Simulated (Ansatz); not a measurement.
# Sb monolayer: modes against biaxial strain in the plane of the sheet, part 2 of 2

Wanted: the shifts of the zone-centre modes of Sb monolayer with strain.

Ansatz 0.2.0; DFT PBE, scalar-relativistic, plane waves, PAW; PAW set soft_1.

So far. Step 3 (Tight relaxation): The largest force component left is 0.70 meV/Å, within the tolerances set.

## 4. Zone-centre response at rest

The force constants come from the linear response of the density to a displacement.

The modes at rest are the reference of the series.

Contents of input.yaml:

```yaml
crystal:
  lattice:
    - [4.1232575468, 0.0, 0.0]
    - [-2.0616287734, 3.5708457818, 0.0]
    - [0.0, 0.0, 27.08]
  atoms:
    - { symbol: Sb, position: [0.3333333333, 0.6666666667, 0.3994369938] }
    - { symbol: Sb, position: [0.6666666667, 0.3333333333, 0.3391154434] }
  periodic: [true, true, false]
kpoints:
  mp_grid: { grid: [9, 9, 1] }
hamiltonian:
  xc: pbe
  pseudopotentials: { kind: paw, azcp: { folder: soft_1 } }
scf:
  occupations: { method: fixed }
output:
  eigenvalues: true
phonons:
  method: dfpt
```

Started as:

```
$ ansatz run input.yaml --threads 4 --pin off --max-ram 16384MiB --backend cpu --events-out ev --progress --plain --runs-dir out
```

Numbers of over 12 decimals in the logs are rounded to 6 here.

The program printed:

```text
Warning: crystal.symmetry: narrowed to the stabiliser of the run's FFT grids — unitary ops 12 → 6. A phonons.method: dfpt run fills in the rows of the dynamical matrix that it does not solve by its symmetry operations, which is exact only for operations that map its FFT grids onto themselves: filled in by any other, the frequencies could depend on the order in which like atoms are typed, or, by more than the grids' own error, on where the crystal sits among the grids' points. Excluded: 6 operations. The run can therefore solve more perturbations, solve them on more k-points, or both, and cost more. [rest of the remark cut]
[...]
Crystal: 2 atoms, lattice volume = 398.713 Å³
Basis set: ecut = 420 eV, 7687 PW (Γ), exchange–correlation on 60×60×384 points (8 copies of the dense FFT grid, shifted against one another)
Bands: 19, of which v1, the nominal top of the filled ones, is band 15 counted from 1 (14 counted from 0)
Symmetry: 12 space group operations
k-points: 25 of 81 (irreducible under 2 space group operations, time reversal used)
[...]
SCF iter   9: F=-12968.992117 eV  HF=-12968.992117 eV  |F-HF|=3.27e-11  |Δ(HF+E_count)|=  2.38e-10  Δρ=4.77e-8  dr2=8.33e-12  ethr=1.00e-12  ⟨swp⟩=22.4  Hψ=4853  notcnv=0
SCF 1 converged in 9 iterations: F = -12968.992117 eV  dr2 = 8.33e-12
[...]
DFPT response loops at Γ: preconditioner auto → none (the input reference at scf.mixing.eps_inf says where Resta's filter doesn't serve); β = 0.50; Broyden in place of MSR1
SCF converged after 9 iterations
Free energy (F): -12968.992117 eV
[...]
Internal energy: -12968.992117 eV  (E = F + TS)
E sigma→0 (E₀):  -12968.992117 eV
Fermi energy:    -4.845027 eV
[...]
--- Band table (eV; the first three rows and the last of 25) ---
  k-point 0: bands = [... 11 lower, -11.1350, -5.4167, -4.8450, -4.8450, -3.2585, -2.0516, -2.0516, -0.5312]
  k-point 1: bands = [... 11 lower, -11.1355, -5.9174, -5.3662, -5.1250, -2.7625, -1.9995, -1.7858, -0.3598]
  k-point 2: bands = [... 11 lower, -11.2460, -7.1994, -5.6554, -5.3336, -3.3564, -1.4013 (-1.4013°), -1.3448, -0.0376]
  k-point 24: bands = [... 11 lower, -12.0011, -7.5002, -7.4741, -5.6646, -2.5210, -2.3295, -0.9939, 0.9650]
  ° read free of the cell's end (the report's vacuum.weakly_bound_levels)
--- Phonons (Γ-DFPT): 4 representative perturbations + reference, on 25 of 81 k-points (Σ response iterations 16) ---
  ASR residual: 1.364e-4 → 0.000e0 eV/Å²; symmetrization residual: 9.139e-6 eV/Å²
  The last average, over the group as it would stand without the narrowing to the FFT grids, took up to 1.776e-15 eV/Å² of the zone centre's force constants
  ASR residual per site (eV/Å²): 1.31e-4 1.36e-4
  Γ frequencies (cm⁻¹): 0.00 0.00 0.00 158.94 158.94 198.35
  non-analytic LO–TO correction: not included (Born effective charges unavailable; polar crystals: no LO–TO splitting at Γ)
```

The job ended after 27 s (4 threads of Arm Neoverse V1, shared host; peak memory 1.1 GiB; 1.7 min of CPU time).

Numbers from this step:

```
sum-rule residual before enforcement                    : 1.36e-4 eV/Å²
point group                                             : -3m
highest optical mode at the zone centre (no LO-TO term) : 198.3 cm⁻¹
lowest optical zone-centre mode                         : 158.9 cm⁻¹
```

Patterns of degenerate modes are one choice out of their space. Modes at Γ:

| mode | frequency (cm⁻¹) | symmetry |
| --- | --- | --- |
| 1 | 0.0 | acoustic |
| 2 | 0.0 | acoustic |
| 3 | 0.0 | acoustic |
| 4 | 158.9 | Eg |
| 5 | 158.9 | Eg |
| 6 | 198.3 | A1g |

Displacements in mode 4 (158.9 cm⁻¹), the largest set to 1:
```
Sb1  1.00  0.00  0.00
Sb2 -1.00  0.00  0.00
```

Displacements in mode 6 (198.3 cm⁻¹), the largest set to 1:
```
Sb1  0.00  0.00  1.00
Sb2  0.00  0.00 -1.00
```

Before it was imposed, the acoustic sum rule was missed by 1.4e-4 eV/Å². Small misses are needed for a sound result but don't prove that mesh and cutoff are converged. The lowest optical mode is real, 159 cm⁻¹.

## 5. Relaxation of a member: biaxial strain of +5 % in the plane of the sheet

The cell takes a biaxial strain of +5 % in the plane of the sheet. The cell is held, and the atoms relax in it.

input.yaml, the sections that differ from step 4:

```yaml
crystal:
  lattice:
    - [4.3294204241, 0.0, 0.0]
    - [-2.164710212, 3.749388071, 0.0]
    - [0.0, 0.0, 27.08]
  atoms:
    - { symbol: Sb, position: [0.3333333333, 0.6666666667, 0.3983737987] }
    - { symbol: Sb, position: [0.6666666667, 0.3333333333, 0.3401786385] }
  periodic: [true, true, false]
scf:
  occupations: { method: gaussian, width: 0.02 }
output:
  forces: true
  stress: true
  eigenvalues: true
relax:
  adjacent_minimum: "off"
  f_tol: 0.001
  max_steps: 60
# kpoints, hamiltonian: as in step 4
# phonons: removed
```

The program printed:

```text
[...]
--- Relaxed structure (4 steps of the walk, 3 accepted, 0 SCFs on fresh bases) ---
  F+E_penalty+E_count = -12968.91186165 eV   max|allowed force component| = 2.995e-5 eV/Å
  cell:  # Å, volume = 439.5809 Å³
    - [4.329420, -2.8867430240300607e-11, 0.0]
    - [-2.164710, 3.749388, 0.0]
    - [0.0, 0.0, 27.08]
  atoms:
    - { symbol: Sb, position: [0.333333, 0.666667, 0.398120] }
    - { symbol: Sb, position: [0.666667, 0.333333, 0.340432] }
[key lines of the parts left out:]
SCF converged after 3 iterations
Free energy (F): -12968.911862 eV
Fermi energy:    -4.559224 eV
P = ½ c Tr σ = -1.5823 N/m
```

The job ended after 7.4 s (4 threads; peak memory 0.65 GiB; 27 s of CPU time).

Relaxation path:

| step | energy less that of the first step (eV) | largest force component (eV/Å) |
| --- | --- | --- |
| 1 | 0.0000 | 0.1053 |
| 2 | 0.0020 | 0.2054 |
| 3 | -0.0007 | 0.0026 |
| 4 | -0.0007 | 0.0000 |

Relaxation step 2 was tried and not accepted.

The run keeps the 12 symmetry operations that it works with, so distortions that break them were not tested.

The relaxed structure:

```xyz
2
Lattice="4.3294 0.0000 0.0000 -2.1647 3.7494 0.0000 0.0000 0.0000 27.0800" Properties=species:S:1:pos:R:3
Sb    0.0000    2.4996   10.7811
Sb    2.1647    1.2498    9.2189
```

Numbers from this step:

| Item | Value |
| --- | --- |
| gap on the k-mesh | 1.075 eV |
| area per atom | 8.116 Å² |

The largest force component left is 0.030 meV/Å.

## 6. Zone-centre modes of the member: biaxial strain of +5 % in the plane of the sheet

The zone-centre modes follow for biaxial strain of +5 % in the plane of the sheet.

input.yaml, the sections that differ from step 5:

```yaml
crystal:
  lattice:
    - [4.3294204241, 0.0, 0.0]
    - [-2.164710212, 3.749388071, 0.0]
    - [0.0, 0.0, 27.08]
  atoms:
    - { symbol: Sb, position: [0.3333333333, 0.6666666667, 0.3981202778] }
    - { symbol: Sb, position: [0.6666666667, 0.3333333333, 0.3404321594] }
  periodic: [true, true, false]
scf:
  occupations: { method: fixed }
output:
  eigenvalues: true
phonons:
  method: dfpt
# kpoints, hamiltonian: as in step 5
# relax: removed
```

The program printed:

```text
[...]
Crystal: 2 atoms, lattice volume = 439.581 Å³
Basis set: ecut = 420 eV, 8617 PW (Γ), exchange–correlation on 60×60×384 points (8 copies of the dense FFT grid, shifted against one another)
Bands: 19, of which v1, the nominal top of the filled ones, is band 15 counted from 1 (14 counted from 0)
Symmetry: 12 space group operations
k-points: 25 of 81 (irreducible under 2 space group operations, time reversal used)
[...]
SCF iter   9: F=-12968.911862 eV  HF=-12968.911862 eV  |F-HF|=3.64e-12  |Δ(HF+E_count)|=  4.86e-10  Δρ=3.01e-8  dr2=7.78e-12  ethr=1.00e-12  ⟨swp⟩=21.6  Hψ=4622  notcnv=0
SCF 1 converged in 9 iterations: F = -12968.911862 eV  dr2 = 7.78e-12
[...]
SCF converged after 9 iterations
Free energy (F): -12968.911862 eV
[...]
Internal energy: -12968.911862 eV  (E = F + TS)
E sigma→0 (E₀):  -12968.911862 eV
Fermi energy:    -5.097264 eV
[...]
--- Band table (eV; the first three rows and the last of 25) ---
  k-point 0: bands = [... 11 lower, -11.0264, -5.3259, -5.3259, -5.1072, -4.0219, -2.4949, -2.4949, -0.4834]
  k-point 1: bands = [... 11 lower, -11.0788, -6.2039, -5.5509, -5.0973, -3.3589, -2.5571, -2.2483, -0.3503]
  k-point 2: bands = [... 11 lower, -11.3200, -7.1687, -5.9917, -5.1904, -3.5657, -1.8655, -1.8276, -0.0357]
  k-point 24: bands = [... 11 lower, -12.1615, -7.4764, -7.2614, -5.6303, -2.5195, -2.3498, -1.5639, 0.6136]
[...]
ASR residual: 6.391e-5 → 0.000e0 eV/Å²; symmetrization residual: 1.864e-5 eV/Å²
[...]
ASR residual per site (eV/Å²): 5.67e-5 6.39e-5
  Γ frequencies (cm⁻¹): 0.00 0.00 0.00 148.85 148.85 185.61
[...]
```

The job ended after 30 s (4 threads; peak memory 1.2 GiB; 1.9 min of CPU time).

Numbers from this step:

- sum-rule residual before enforcement: 6.39e-5 eV/Å²
- highest optical mode at the zone centre (no LO-TO term): 185.6 cm⁻¹
- lowest optical zone-centre mode: 148.8 cm⁻¹

Patterns of degenerate modes are one choice out of their space. Modes at Γ:

| mode | frequency (cm⁻¹) | symmetry |
| --- | --- | --- |
| 1 | 0.0 | acoustic |
| 2 | 0.0 | acoustic |
| 3 | 0.0 | acoustic |
| 4 | 148.8 | Eg |
| 5 | 148.8 | Eg |
| 6 | 185.6 | A1g |

The lowest optical mode is real, 149 cm⁻¹, and the highest lies at 185.6 cm⁻¹.

For the highest optical mode at the zone centre (no LO-TO term), step 4 gave 198 cm⁻¹; this run, with strain 5 %, gives 186 cm⁻¹ (-6 %).

## 7. A member of the series: biaxial strain of -3 % in the plane of the sheet

The cell takes a biaxial strain of -3 % in the plane of the sheet. The cell is held, and the atoms relax in it.

Contents of input.yaml:

```yaml
crystal:
  lattice:
    - [3.9995598203, 0.0, 0.0]
    - [-1.9997799102, 3.4637204084, 0.0]
    - [0.0, 0.0, 27.08]
  atoms:
    - { symbol: Sb, position: [0.3333333333, 0.6666666667, 0.3999919441] }
    - { symbol: Sb, position: [0.6666666667, 0.3333333333, 0.3385604931] }
  periodic: [true, true, false]
kpoints:
  mp_grid: { grid: [9, 9, 1] }
hamiltonian:
  xc: pbe
  pseudopotentials: { kind: paw, azcp: { folder: soft_1 } }
scf:
  occupations: { method: gaussian, width: 0.02 }
output:
  forces: true
  stress: true
  eigenvalues: true
relax:
  adjacent_minimum: "off"
  f_tol: 0.001
  max_steps: 60
```

The program printed:

```text
[...]
Crystal: 2 atoms, lattice volume = 375.149 Å³
Basis set: ecut = 420 eV, 7387 PW (Γ), exchange–correlation on 54×54×384 points (8 copies of the dense FFT grid, shifted against one another)
Bands: 19, of which v1, the nominal top of the filled ones, is band 15 counted from 1 (14 counted from 0)
Symmetry: 12 space group operations
[...]
--- Relaxed structure (5 steps of the walk, 4 accepted, 0 SCFs on fresh bases) ---
  F+E_penalty+E_count = -12968.95811833 eV   max|allowed force component| = 2.630e-6 eV/Å
  cell:  # Å, volume = 375.1489 Å³
    - [3.999560, 2.8867487630690685e-11, 0.0]
    - [-1.999780, 3.463720, 0.0]
    - [0.0, 0.0, 27.08]
  atoms:
    - { symbol: Sb, position: [0.333333, 0.666667, 0.400276] }
    - { symbol: Sb, position: [0.666667, 0.333333, 0.338277] }
[key lines of the parts left out:]
SCF converged after 3 iterations
Free energy (F): -12968.958118 eV
Fermi energy:    -3.976854 eV
P = ½ c Tr σ = 1.3145 N/m
```

The job ended after 7.1 s (4 threads; peak memory 0.59 GiB).

Relaxation path:

| step | energy less that of the first step (eV) | largest force component (eV/Å) |
| --- | --- | --- |
| 1 | 0.0000 | 0.1476 |
| 2 | 0.0042 | 0.3156 |
| 3 | -0.0011 | 0.0054 |
| 4 | -0.0011 | 0.0025 |
| 5 | -0.0011 | 0.0000 |

Relaxation step 2 was tried and not accepted.

Forces are held to the 12 operations that the run works with; a distortion that breaks them can't arise in this run.

Final coordinates:

```xyz
2
Lattice="3.9996 0.0000 0.0000 -1.9998 3.4637 0.0000 0.0000 0.0000 27.0800" Properties=species:S:1:pos:R:3
Sb    0.0000    2.3091   10.8395
Sb    1.9998    1.1546    9.1605
```

Numbers from this step:

```
gap on the k-mesh : 0.9617 eV
area per atom     : 6.927 Å²
```

The largest force component left is 0.0026 meV/Å.

## 8. Modes of this member: biaxial strain of -3 % in the plane of the sheet

The zone-centre modes follow for biaxial strain of -3 % in the plane of the sheet.

input.yaml, the sections that differ from step 7:

```yaml
crystal:
  lattice:
    - [3.9995598203, 0.0, 0.0]
    - [-1.9997799102, 3.4637204084, 0.0]
    - [0.0, 0.0, 27.08]
  atoms:
    - { symbol: Sb, position: [0.3333333333, 0.6666666667, 0.4002755059] }
    - { symbol: Sb, position: [0.6666666667, 0.3333333333, 0.3382769313] }
  periodic: [true, true, false]
scf:
  occupations: { method: fixed }
output:
  eigenvalues: true
phonons:
  method: dfpt
# kpoints, hamiltonian: as in step 7
# relax: removed
```

The program printed:

```text
[...]
Crystal: 2 atoms, lattice volume = 375.149 Å³
Basis set: ecut = 420 eV, 7387 PW (Γ), exchange–correlation on 54×54×384 points (8 copies of the dense FFT grid, shifted against one another)
Bands: 19, of which v1, the nominal top of the filled ones, is band 15 counted from 1 (14 counted from 0)
Symmetry: 12 space group operations
[...]
k-point 24: bands = [... 11 lower, -11.8704, -7.5963, -7.4797, -5.6671, -2.5330, -2.3414, -0.6435, 1.1384]
  ° read free of the cell's end (the report's vacuum.weakly_bound_levels)
[...]
ASR residual: 1.119e-4 → 0.000e0 eV/Å²; symmetrization residual: 3.482e-5 eV/Å²
[...]
ASR residual per site (eV/Å²): 4.92e-5 1.12e-4
  Γ frequencies (cm⁻¹): 0.00 0.00 0.00 163.29 163.29 206.25
[...]
[key lines of the parts left out:]
SCF converged after 9 iterations
Free energy (F): -12968.958118 eV
Fermi energy:    -4.457435 eV
```

Wall time 29 s (4 threads); peak memory 1 GiB; 1.8 min of CPU time.

This step gave:

```yaml
sum_rule_residual_before_enforcement: 1.12e-4 eV/Å²
highest_optical_mode_at_the_zone_centre_no_lo_to_term: 206.2 cm⁻¹
lowest_optical_zone_centre_mode: 163.3 cm⁻¹
```

Patterns of degenerate modes are one choice out of their space. Modes at Γ:

| mode | frequency (cm⁻¹) | symmetry |
| --- | --- | --- |
| 1 | 0.0 | acoustic |
| 2 | 0.0 | acoustic |
| 3 | 0.0 | acoustic |
| 4 | 163.3 | Eg |
| 5 | 163.3 | Eg |
| 6 | 206.2 | A1g |

The lowest optical mode is real, 163 cm⁻¹, and the highest lies at 206.2 cm⁻¹.

Between step 4 and this run (strain -3 %) the value for the highest optical mode at the zone centre (no LO-TO term) moves from 198 cm⁻¹ to 206 cm⁻¹ (+4 %).

## 9. The series together

The members are set side by side, also those not shown above.

Energies are extrapolated to zero smearing, and E0 is that at rest; the cell is clamped and the atoms are relaxed. State of the crystal along the series:

| strain (%) | E - E0 (meV/atom) | gap on mesh (eV) |
| --- | --- | --- |
| -3 | 17 | 0.9617 |
| -2 | 7.385 | 1.09 |
| -1 | 1.802 | 1.207 |
| 0 | 0 | 1.313 |
| 1 | 1.742 | 1.409 |
| 2 | 6.819 | 1.47 |
| 3 | 15.03 | 1.413 |
| 4 | 26.19 | 1.259 |
| 5 | 40.13 | 1.075 |

Optical modes are counted from below at rest and tracked from member to member by their patterns, and modes that stay within 0.3 cm⁻¹ of each other stand once; labels, where given, are those at rest; the cell is clamped and the atoms are relaxed. Optical modes along the series:

| strain (%) | optical mode 1 Eg (cm⁻¹) | optical mode 2 A1g (cm⁻¹) |
| --- | --- | --- |
| -3 | 163.3 | 206.2 |
| -2 | 162 | 203.6 |
| -1 | 160.5 | 201 |
| 0 | 158.9 | 198.3 |
| 1 | 157.2 | 195.8 |
| 2 | 155.3 | 193.2 |
| 3 | 153.3 | 190.6 |
| 4 | 151.2 | 188.1 |
| 5 | 148.8 | 185.6 |

Value and slope at zero strain of a cubic (a lower polynomial where under five rows exist) through the rows within 2 % of rest. Slopes at rest:

| mode | frequency (cm⁻¹) | shift per percent of strain (cm⁻¹) |
| --- | --- | --- |
| optical mode 1 Eg | 158.9 | -1.66 |
| optical mode 2 A1g | 198.4 | -2.6 |

## 10. What came out

| Quantity | Value |
| --- | --- |
| members | 9 |
| highest optical mode at the zone centre (no LO-TO term), at rest | 198.3 cm⁻¹ |
| optical mode 1 Eg, shift per percent | -1.66 cm⁻¹ |
| optical mode 2 A1g, shift per percent | -2.60 cm⁻¹ |

In words: The fastest shift in the table of slopes is -2.6 cm⁻¹ for each percent (optical mode 2 A1g). These are harmonic frequencies at zero temperature: anharmonic shifts, linewidths and thermal expansion are left out. Spin-orbit coupling is left out, which can matter for the heavy elements here. The starting cell was built on a prototype and not taken from a measurement. Only the zone centre was solved, so an instability at another wavevector cannot show here. In a sheet the LO-TO splitting vanishes at the zone centre, so no such term is missing here.

[Logs are printed without paths, hosts, clocks, repeated set-up lines and the standing remarks that a program may print on its own settings, such as how far it seeks lower states.]

[Hosts, paths, dates, database ids (printed as entryN), source tags and the programs' standing remarks are cut or masked in the printed files.]
